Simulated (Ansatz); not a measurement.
Rock-salt LiI was calculated with r²SCAN+rVV10 (plane waves, PAW; Ansatz, a first-principles code).

Numerical settings: plane-wave cutoff 500 eV, 10×10×10 k mesh, gaussian smearing 0.02 eV, scalar-relativistic PAW data made under PBE.

Computed at the level's own relaxed cell.

### Question
What does this level give for the volume per atom, equilibrium lattice constant a and band gap?

### Answer

- volume per atom = 26.52 Å³/atom
- equilibrium lattice constant a = 5.964 Å
- band gap = 4.96 eV (on the SCF k mesh)

Measured, for comparison: band gap 6.4 eV (temperature not stated, no zero-point or thermal correction, our sources range from 6.10 to 6.40; as tabulated in Aguado et al. (1998), arXiv:cond-mat/9809176).

Spin–orbit coupling is not included; with these elements it can move the gap by several tenths of an eV or more.

Cost on a shared machine: roughly 26 core-seconds.
